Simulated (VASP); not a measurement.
# Cl2 in VASP: a series of runs, part 2 of 2

VASP 6.6.1. The steps go on from the part before.

### Step 4. Single point, PBE

INCAR

```
  ALGO = Normal
  EDIFF = 1E-6
  ENCUT = 400
  GGA = PE
  ISIF = 2
  ISMEAR = 0
  ISYM = 0
  LASPH = True
  LCHARG = False
  LREAL = False
  LWAVE = False
  NBANDS = 14
  NELM = 80
  PREC = Accurate
  SIGMA = 0.01
```

KPOINTS

```
k-points
0
Gamma
  1 1 1
```

POSCAR

```
Cl                                      
1.0
   12.2435518912      0.0000000000      0.0000000000
    0.0000000000     12.7435518912      0.0000000000
    0.0000000000      0.0000000000     13.2435518912
  Cl            
     2
Selective dynamics
Direct
     0.5070694910999975    0.4647347348999986    0.5658264453999990   F   F   F
     0.4930922880048684    0.5422088389784742    0.4356915466390348   T   T   T
```

Potentials or basis: VASP PAW PBE potentials, release 64 (Cl).

Started as:

```bash
$ cat potpaw_PBE.64/Cl/POTCAR > POTCAR
$ mpirun -np 1 vasp_gam > vasp.out
```

OUTCAR:

```text
EDIFF = 1E-6
   ENCUT = 400
   GGA = PE
   ISIF = 2
   ISMEAR = 0
   ISYM = 0
   LASPH = True
   LREAL = False
   NELM = 80
   PREC = Accurate

 ion  position               nearest neighbor table
   1  0.507  0.465  0.566-   2 1.99
   2  0.493  0.542  0.436-   1 1.99

IMPORTANT INFORMATION: All symmetrisations will be switched off!
NOSYMM: (Re-)initialisation of all symmetry stuff for point group C_1.

----------------------------------------------------------------------------------------

                                     Primitive cell

  volume of cell :    2066.3429

  direct lattice vectors                    reciprocal lattice vectors
    12.243551891  0.000000000  0.000000000     0.081675645  0.000000000  0.000000000
     0.000000000 12.743551891  0.000000000     0.000000000  0.078471058  0.000000000
     0.000000000  0.000000000 13.243551891     0.000000000  0.000000000  0.075508444

  length of vectors
    12.243551891 12.743551891 13.243551891     0.081675645  0.078471058  0.075508444

  position of ions in fractional coordinates (direct lattice)
     0.507069491  0.464734735  0.565826445
     0.493092288  0.542208839  0.435691547

  ion indices of the primitive-cell ions
   primitive index   ion index
                 1           1
                 2           2

----------------------------------------------------------------------------------------

 KPOINTS: k-points

Automatic generation of k-mesh.
 Grid dimensions read from file:
 generate k-points for:    1    1    1

 Generating k-lattice:

  Cartesian coordinates                     Fractional coordinates (reciprocal lattice)
     0.081675645  0.000000000  0.000000000     1.000000000  0.000000000  0.000000000
     0.000000000  0.078471058  0.000000000     0.000000000  1.000000000  0.000000000
     0.000000000  0.000000000  0.075508444     0.000000000  0.000000000  1.000000000

  Length of vectors
     0.081675645  0.078471058  0.075508444

  Shift w.r.t. Gamma in fractional coordinates (k-lattice)
     0.000000000  0.000000000  0.000000000

 Subroutine IBZKPT returns following result:
 ===========================================

 Found      1 irreducible k-points:

 Following reciprocal coordinates:
            Coordinates               Weight
  0.000000  0.000000  0.000000      1.000000
   k-points           NKPTS =      1   k-points in BZ     NKDIM =      1   number of bands    NBANDS=     14
   number of dos      NEDOS =    301   number of ions     NIONS =      2
   total plane-waves  NPLWV = 604800
   dimension x,y,z NGX =    80 NGY =   84 NGZ =   90
   dimension x,y,z NGXF=   160 NGYF=  168 NGZF=  180
   ions per type =               2
   NGX,Y,Z   is equivalent  to a cutoff of  10.86, 10.96, 11.30 a.u.
   NGXF,Y,Z  is equivalent  to a cutoff of  21.73, 21.92, 22.60 a.u.
 SYSTEM =  unknown system
   PREC   = accura    normal or accurate (medium, high low for compatibility)
   ISTART =      0    job   : 0-new  1-cont  2-samecut
   ICHARG =      2    charge: 1-file 2-atom 10-const
   ISPIN  =      1    spin polarized calculation?
   LNONCOLLINEAR =      F non collinear calculations
   LSORBIT =      F    spin-orbit coupling
   LASPH  =      T    aspherical Exc in radial PAW
   ENCUT  =  400.0 eV  29.40 Ry    5.42 a.u.  19.97 20.78 21.60*2*pi/ulx,y,z
   NELM   =     80;   NELMIN=  2; NELMDL= -5     # of ELM steps
   EDIFF  = 0.1E-05   stopping-criterion for ELM
   LREAL  =      F    real-space projection
   EDIFFG = 0.1E-04   stopping-criterion for IOM
   NSW    =      0    number of steps for IOM
   IBRION =     -1    ionic relax: 0-MD 1-quasi-New 2-CG
   NFREE  =      0    steps in history (QN), initial steepest desc. (CG)
   ISIF   =      2    stress and relaxation
   ISYM   =      0    0-nonsym 1-usesym 2-fastsym
   POTIM  = 0.5000    time-step for ionic-motion
   TEBEG  =    0.0;   TEEND  =   0.0 temperature during run
   PSTRESS=    0.0 pullay stress
   NELECT =      14.0000    total number of electrons
   NUPDOWN=      -1.0000    fix difference up-down
   EMIN   =  10.00;   EMAX   =-10.00  energy-range for DOS
   EFERMI =   0.00;   METHOD = LEGACY
   ISMEAR =     0;   SIGMA  =   0.01  broadening in eV -4-tet -1-fermi 0-gaus
   EFERMI_NEDOS =   21; number of points for ismear=-14 and -15
   IALGO  =     38    algorithm
   IMIX   =      4    mixing-type and parameters
     AMIX     =   0.40;   BMIX     =  1.00
     AMIX_MAG =   1.60;   BMIX_MAG =  1.00
  volume/ion in A,a.u.               =    1033.17      6972.19
  Fermi-wavevector in a.u.,A,eV,Ry     =   0.309778  0.585395  1.305645  0.095962
  Thomas-Fermi vector in A             =   1.186804
   LORBIT       =      0    0 simple, 1 ext, 2 COOP (PROOUT), +10 PAW based schemes
   GGA     = PE    functional components
   LHFCALC =     F    Hartree Fock is set to
   AEXX    =    0.0000 exact exchange contribution
   IVDW    =     0    specifies the selected vdW correction
   LEPSILON=     F    determine dielectric tensor
   LRPA    =     F    only Hartree local field effects (RPA)
 non-spin polarized calculation
 Gauss-broadening in eV      SIGMA  =   0.01
  energy-cutoff  :      400.00
  volume of cell :     2066.34
 maximum number of plane-waves:     18715
 NGX is ok and might be reduce to    80
   NGX = 39   NGY = 41   NGZ = 43

 number of electron      13.9999992 magnetization

 Free energy of the ion-electron system (eV)
  ---------------------------------------------------
  ext. energy  EPLUGINS =         0.00000000
  ---------------------------------------------------
  free energy    TOTEN  =        -3.59854687 eV

  energy without entropy =       -3.59854687  energy(sigma->0) =       -3.59854687

 E-fermi :  -7.0380     XC(G=0):  -0.4805

 val. band max:       -7.1215302793   @ k =   0.0000   0.0000   0.0000
 cond. band min:      -4.0632463670   @ k =   0.0000   0.0000   0.0000
 fundamental gap:      3.0582839123
 Fermi energy:        -7.0379871630

 k-point     1 :       0.0000    0.0000    0.0000
  band No.  band energies     occupation
      1     -23.3624      2.00000
      2     -19.1148      2.00000
      3     -11.7931      2.00000
      4      -9.7844      2.00000
      5      -9.7842      2.00000
      6      -7.1217      2.00000
      7      -7.1215      2.00000
      8      -4.0632      0.00000
      9      -0.3333      0.00000
     10       0.5617      0.00000
     11       0.6499      0.00000
     12       0.7408      0.00000
     13       0.7859      0.00000
     14       0.8848      0.00000

------------------------ aborting loop because EDIFF is reached ----------------------------------------

  FORCE on cell =-STRESS in cart. coord.  units (eV):
  Direction    XX          YY          ZZ          XY          YZ          ZX
  --------------------------------------------------------------------------------------
  -------------------------------------------------------------------------------------
  Total       -0.0222069     -0.0243929     -0.0268706      0.0002193      0.0022405     -0.0004779
  in kB       -0.0172185     -0.0189135     -0.0208346      0.0001700      0.0017372     -0.0003706
  external PRESSURE =      -0.0189889 kB  Pullay stress =       0.0000000 kB

 VOLUME and BASIS-vectors are now :
 -----------------------------------------------------------------------------
  energy-cutoff  :      400.00
  volume of cell :     2066.34
      direct lattice vectors                 reciprocal lattice vectors
    12.243551891  0.000000000  0.000000000     0.081675645  0.000000000  0.000000000
     0.000000000 12.743551891  0.000000000     0.000000000  0.078471058  0.000000000
     0.000000000  0.000000000 13.243551891     0.000000000  0.000000000  0.075508444

 POSITION                                       TOTAL-FORCE (eV/Angst)
 -----------------------------------------------------------------------------------
      6.20833      5.92237      7.49355         0.000440     -0.000591      0.000861
      6.03720      6.90967      5.77010        -0.000440      0.000591     -0.000861
 -----------------------------------------------------------------------------------
    total drift:                               -0.000136      0.000351      0.000262

  FREE ENERGIE OF THE ION-ELECTRON SYSTEM (eV)
  ---------------------------------------------------
  free  energy   TOTEN  =        -3.5985468717 eV

  energy  without entropy=       -3.5985468717  energy(sigma->0) =       -3.59854687
```

Run time: 60 s. Hardware: 1 thread of AMD EPYC 9R14 (Zen 4), shared host; peak memory 0.89 GiB.

What came out:

```yaml
Free_energy: -3.5985 eV
Gap_between_the_frontier_levels: 3.06 eV
```

### Step 5. Single point, RPBE

Edit INCAR of step 4 so:

```diff
@@ -3,3 +3,3 @@
   ENCUT = 400
-  GGA = PE
+  GGA = RP
   ISIF = 2
```

KPOINTS is that of step 4.

POSCAR is that of step 4.

Started as:

```bash
$ cat potpaw_PBE.64/Cl/POTCAR > POTCAR
$ mpirun -np 1 vasp_gam > vasp.out
```

Run time: 59 s. Hardware: 1 thread of AMD EPYC 9R14 (Zen 4), shared host; peak memory 0.89 GiB.

It converged, with:

```yaml
Free_energy: -3.4117 eV
Largest_force: 0.151 eV/Å
Gap_between_the_frontier_levels: 3.10 eV
```

Forces on the atoms (eV/Å):
```
Cl   0.013 -0.075  0.130
Cl  -0.013  0.075 -0.130
```

Levels at points of the mesh, in eV from the valence-band top:
| k point | band 3 | band 4 | band 5 | band 6 | band 7 | band 8 | band 9 | band 10 | band 11 | band 12 |
| --- | --- | --- | --- | --- | --- | --- | --- | --- | --- | --- |
| (0.00, 0.00, 0.00) | -4.66 | -2.65 | -2.65 | 0.00 | 0.00 | 3.10 | 6.70 | 7.64 | 7.69 | 7.78 |

Caveat: the PAW data sets were made with another functional, which shifts forces and pressure a little.

### Step 6. Single point, RPBE+D3(BJ)

Edit INCAR of step 5 so:

```diff
@@ -7,2 +7,3 @@
   ISYM = 0
+  IVDW = 12
   LASPH = True
```

KPOINTS is that of step 5.

POSCAR is that of step 5.

Potentials or basis: VASP PAW PBE potentials, release 64 (Cl).

Started as:

```bash
$ cat potpaw_PBE.64/Cl/POTCAR > POTCAR
$ mpirun -np 1 vasp_gam > vasp.out
```

It took 60 s on 1 thread of AMD EPYC 9R14 (Zen 4), shared host; peak memory 0.89 GiB.

It converged, with:

```
Free energy                     : -3.6741 eV
Largest force                   : 0.064 eV/Å
Gap between the frontier levels : 3.10 eV
Dispersion energy per atom      : -0.131 eV
```

Forces in eV/Å, atoms in the order of the input:
```
Cl   0.006 -0.032  0.055
Cl  -0.006  0.032 -0.055
```

Levels at points of the mesh, in eV from the valence-band top:
```
           k point  band 3  band 4  band 5  band 6  band 7  band 8  band 9  band 10  band 11  band 12
(0.00, 0.00, 0.00)   -4.66   -2.65   -2.65    0.00    0.00    3.10    6.70     7.64     7.69     7.78
```

Caveat: the PAW data sets were made with another functional, which shifts forces and pressure a little.

### Step 7. Summary

| task | level | cell | atoms held fixed (from 0) | gap on the mesh (eV) | largest force (eV/Å) |
| --- | --- | --- | --- | --- | --- |
| relaxation of the atoms | PBE+D3(BJ) | atoms relaxed | [0] | 3.06 | - |
| vibrations by finite differences | PBE+D3(BJ) | as given | - | - | - |
| single point | PBE | as given | - | 3.06 | - |
| single point | RPBE | as given | - | 3.10 | 0.15 |
| single point | RPBE+D3(BJ) | as given | - | 3.10 | 0.06 |

Alike in all rows: potentials or basis VASP PAW PBE potentials, release 64 (Cl); no spin polarisation; k mesh 1 × 1 × 1; cutoff (eV) 400; smearing gaussian 0.01 eV.

On the cell as given the gap runs from 3.06 eV (PBE) to 3.10 eV (RPBE).

Caveats: the PAW data sets were made with another functional, which shifts forces and pressure a little (some runs); some modes are imaginary (some runs).

Absolute energies hang on the potentials; compare differences alone.
